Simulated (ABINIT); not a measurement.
**Ge: relaxation of cell and atoms with PBE+D3**

Ge:

```xyz
1
Lattice="-1.6084 1.6084 1.8732 1.6084 -1.6084 1.8732 1.6084 1.6084 -1.8732" Properties=species:S:1:pos:R:3 pbc="T T T"
Ge    0.0000    0.0000    1.8732
```

The cell was built by a generator and needn't be a form met in nature.

```yaml
Program: ABINIT 10.8.3 (patched build)
Task: relaxation of cell and atoms
Functional: PBE
Dispersion: D3
Potentials_or_basis: JTH PAW PBE v2.0
Cutoff: 599 eV
k_mesh: 12 × 12 × 12
Occupations: fermi-dirac, width 0.05 eV
Spin: no spin polarisation
Cutoff_smearing_ecutsm_Ha: 0.5
Optimiser: BFGS
Force_threshold_eV/Å: 0.03
Dispersion_computed_by: simple-dftd3 1.7.0
Fine-grid_cutoff: 1197.3 eV
```

| Quantity | Value |
| --- | --- |
| Relaxed volume | 19.05 Å³/atom |
| Relaxed cell | a = 2.948 Å, b = 2.948 Å, c = 2.948 Å, α = 116.03°, β = 116.03°, γ = 97.03° |
| Space group after relaxing (to 0.05 Å) | I4/mmm (No. 139) |
| Energy gained by relaxing | 2.6 meV/atom |
| Ionic steps | 7 |
| Pressure after relaxing | 0.1 GPa |
| Band gap on the k mesh | none (metal or under the smearing width) |
| Valence electrons inside the program's atomic spheres | Ge 12.15 (radii [1.2196] Å) |
| Dispersion energy per atom | -0.178 eV |

Stress tensor (GPa, compression positive):
```
 0.14  0.00  0.00
 0.00  0.14  0.00
 0.00  0.00 -0.07
```

The path:
```csv
step,energy change (eV),largest force (eV/Å),pressure (GPa),volume (Å³)
1,0.0000,0.0000,-0.83,19.38
2,0.0006,0.0000,-0.57,19.30
3,-0.0014,0.0000,0.11,19.09
4,-0.0014,0.0000,0.15,19.09
5,-0.0025,0.0000,0.25,19.04
6,-0.0018,0.0000,0.16,19.00
7,-0.0026,0.0000,0.07,19.05
```

Final structure:
```
CELL_PARAMETERS angstrom
-1.56177 1.56177 1.95290
1.56177 -1.56177 1.95290
1.56177 1.56177 -1.95290
ATOMIC_POSITIONS crystal
Ge 0.50000 0.50000 0.00000
```

Levels at points of the mesh, in eV from the Fermi level:
| k point | band 5 | band 6 | band 7 | band 8 | band 9 | band 10 |
| --- | --- | --- | --- | --- | --- | --- |
| (0.00, 0.00, 0.00) | -24.75 | -13.20 | 8.67 | 8.88 | 8.88 | 13.77 |
| (0.50, 0.00, 0.00) | -24.71 | -7.92 | -5.56 | 5.64 | 7.44 | 10.96 |
| (0.50, 0.50, 0.00) | -24.70 | -6.37 | -4.75 | 2.80 | 3.80 | 7.17 |
| (0.50, 0.50, 0.50) | -24.71 | -4.26 | -3.30 | 1.32 | 1.32 | 4.99 |

It took 3.9 min on 1 thread of Arm Neoverse V1 (shared host), peak memory 0.13 GiB.

Caveat: the log and the count of SCF iterations are those of the last ABINIT call alone; pairwise dispersion overbinds metals, which lowers pressure and volume.
